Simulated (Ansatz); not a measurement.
# Bi2Se3: stress in a strained cell

Bi2Se3 is deformed so: equal xy, yz and zx engineering shear strains of +1 %. What stress and forces result, by LAPW, PAW and all-electron datasets made for the crystal?

Computed with Ansatz 0.2.0 (DFT PBEsol, scalar-relativistic, unless a step's input says otherwise).

## 1. The system as given

Symmetry: R-3m, No. 166, trigonal system. Conventional cell: a = 4.143 Å, b = 4.143 Å, c = 28.636 Å, α = 90.00°, β = 90.00°, γ = 120.00°. Bi (site symmetry 3m) has 6 Se at 2.85 to 3.07 Å as nearest neighbours. Around Se (site symmetry -3m) lie 6 Bi at 3.07 Å. Se (site symmetry 3m) has 3 Bi at 2.85 Å as nearest neighbours.

Structure file:

```xyz
5
Lattice="2.0715 1.1960 9.5453 -2.0715 1.1960 9.5453 0.0000 -2.3920 9.5453" Properties=species:S:1:pos:R:3 pbc="T T T"
Bi    0.0000    0.0000   11.4773
Bi    0.0000    0.0000   17.1587
Se    0.0000    0.0000    0.0000
Se    0.0000    0.0000    6.0622
Se    0.0000    0.0000   22.5738
```

Atoms are numbered in the order of the input: Bi1, Bi2, Se3, Se4, Se5.

## 2. The deformed structure

Space group R-3m before, P-1 after.

## 3. Full-potential LAPW

input.yaml reads:

```yaml
crystal:
  lattice:
    - [2.1252058502, 1.2540648231, 9.5616673999]
    - [-2.0177927434, 1.2333498301, 9.5409524069]
    - [0.0357668432, -2.3442347033, 9.5333701932]
  atoms:
    - { symbol: Bi, position: [0.4008, 0.4008, 0.4008] }
    - { symbol: Bi, position: [0.5992, 0.5992, 0.5992] }
    - { symbol: Se, position: [0.0, 0.0, 0.0] }
    - { symbol: Se, position: [0.2117, 0.2117, 0.2117] }
    - { symbol: Se, position: [0.7883, 0.7883, 0.7883] }
kpoints:
  mp_grid: { grid: [6, 6, 6] }
  band_path:
    path:
      - [0.0, 0.0, 0.0]
      - [-0.5, -0.5, -0.5]
      - [0.5, 0.0, 0.0]
      - [0.0, 0.0, 0.0]
      - [0.0, 0.0, 0.5]
      - [0.0, -0.5, 0.0]
      - [0.0, 0.0, 0.0]
      - [0.5, 0.0, 0.5]
      - [-0.5, -0.5, 0.0]
    npoints: 5
scf:
  occupations: { method: fermi_dirac, width: 0.03 }
hamiltonian:
  xc: pbesol
  pseudopotentials: { kind: all_electron, lapw: { basis_error: 0.0005 } }
output:
  forces: true
  stress: true
  eigenvalues: true
```

Launch:

```
ansatz run input.yaml --threads 2 --pin off --max-ram 8192MiB --backend cpu --events-out ev --progress --plain --runs-dir out
```

## 4. PAW with frozen cores

input.yaml reads:

```yaml
crystal:
  lattice:
    - [2.1252058502, 1.2540648231, 9.5616673999]
    - [-2.0177927434, 1.2333498301, 9.5409524069]
    - [0.0357668432, -2.3442347033, 9.5333701932]
  atoms:
    - { symbol: Bi, position: [0.4008, 0.4008, 0.4008] }
    - { symbol: Bi, position: [0.5992, 0.5992, 0.5992] }
    - { symbol: Se, position: [0.0, 0.0, 0.0] }
    - { symbol: Se, position: [0.2117, 0.2117, 0.2117] }
    - { symbol: Se, position: [0.7883, 0.7883, 0.7883] }
kpoints:
  mp_grid: { grid: [6, 6, 6] }
scf:
  occupations: { method: fermi_dirac, width: 0.03 }
hamiltonian:
  xc: pbesol
  pseudopotentials: { kind: paw }
output:
  forces: true
  stress: true
  eigenvalues: true
  efg: { contact_densities: true }
  write_density: true
  write_potential: true
  elf: true
  volumetric_format: npy
```

## 5. Datasets made for this crystal

input.yaml, as its differences from that of step 4:

```diff
@@ -17,3 +17,3 @@
   xc: pbesol
-  pseudopotentials: { kind: paw }
+  pseudopotentials: { kind: all_electron, datasets: crystal }
 output:
@@ -23,5 +23 @@
   efg: { contact_densities: true }
-  write_density: true
-  write_potential: true
-  elf: true
-  volumetric_format: npy
```

(Steps that only read results are left out.)

Q: Predict the outcome of this session. Wanted: pressure; largest shear or deviatoric stress.

The runs gave:

| quantity | value |
| --- | --- |
| pressure | LAPW -0.32, PAW -0.34, crystal datasets -0.32 GPa |
| largest shear or deviatoric stress (LAPW) | 0.57 GPa |

**Reading.** The largest part of the stress beyond the pressure is 0.57 GPa in size, in the yz component; the atoms are carried along and not relaxed. No run of the undeformed cell stands beside it, so the pressure holds what the given cell had before the change. PAW: stress within 0.01 GPa of LAPW, forces within 1 meV/Å. Crystal datasets: stress within 0.01 GPa of LAPW, forces within 1 meV/Å. Spin-orbit coupling is left out, though the cell holds Bi; in elements this heavy it can shift bands and gaps by tenths of an eV.
